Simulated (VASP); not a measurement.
Runs of VASP 6.6.1 on Mg. It takes space group Fm-3m (No. 225, cubic). Conventional cell: a = 4.489 Å, b = 4.489 Å, c = 4.489 Å, α = 90.00°, β = 90.00°, γ = 90.00°. Mg (site symmetry m-3m) has 12 Mg at 3.17 Å as nearest neighbours. This isn't the form of Mg at room conditions, which is hcp.

```csv
task,level,cell,k mesh,cutoff (eV),smearing,optimiser,grid for exact exchange (PRECFOCK),exchange at q = 0,mesh quality,gap on the mesh (eV),pressure (GPa),relaxed volume (Å³/atom)
relaxation of cell and atoms,vdW-DF-cx,relaxed from: volume scaled by 1.15,10 × 10 × 10,580,methfessel-paxton 0.2 eV,BFGS,-,-,not flagged,none,0.0,22.98
single point,TPSSh+ULG,as given,5 × 5 × 5,500,gaussian 0.05 eV,-,Fast,default,coarse,none,(a),-
single point,HSE03+D3(BJ),cell strained at random at fixed volume,5 × 5 × 5,520,fermi-dirac 0.1 eV,-,Fast,-,coarse,none,-5.3,-
single point,PBE,as given,10 × 10 × 10,500,gaussian 0.02 eV,-,-,-,not flagged,none,0.7,-
relaxation of cell and atoms,rev-vdW-DF2,relaxed from: volume scaled by 0.92,10 × 10 × 10,600,fermi-dirac 0.05 eV,vasp,-,-,not flagged,none,-0.1,22.83
```

Alike in all rows: potentials or basis VASP PAW PBE potentials, release 64 (Mg); no spin polarisation.

Q: Fill in the values left out.

A: (a) 0.6.

Caveats: some runs use coarse meshes; the PAW data sets were made with another functional, which shifts forces and pressure a little (some runs); pairwise dispersion overbinds metals, which lowers pressure and volume (some runs); atom-pairwise D2, TS and ULG terms overbind metals (some runs).

A gap of «none» marks a metal or a gap under the smearing width.
